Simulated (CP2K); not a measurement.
**GaAs in CP2K: the effect of functional**

GaAs:

```xyz
2
Lattice="3.8126 0.0000 0.0000 1.9063 3.3018 0.0000 1.9063 1.1006 3.1129" Properties=species:S:1:pos:R:3 pbc="T T T"
Ga    0.0000    0.0000    0.0000
As    3.8126    2.2012    1.5565
```

The cell was built by a generator and needn't be a form met in nature.

Alike in all runs:

```yaml
Program: CP2K 2026.2
Potentials_or_basis: POTENTIAL_UZH Ga GTH-PBE-q13, As GTH-PBE-q5; TZVP-MOLOPT-PBE-GTH basis
Density_cutoff: 9184 eV
k_mesh: 9 × 9 × 9
Occupations: fermi-dirac, width 0.05 eV
Spin: no spin polarisation
```

| functional | pressure (GPa) |
| --- | --- |
| LDA | -2.9 |
| PBEsol | -2.1 |
| PW91 | 1.0 |
| RPBE | 1.9 |
| HLE16 | -13.7 |
| MS2 | ? |

What does the run with functional MS2 give?

Pressure -1.4 GPa.

Caveats: the potentials were made for another functional, which shifts forces and pressure; the basis of atomic orbitals isn't converged, which shifts pressures, moduli and gaps; the potentials were made for a functional far from this one (some runs).

Runs at the PBE level aren't shown here.
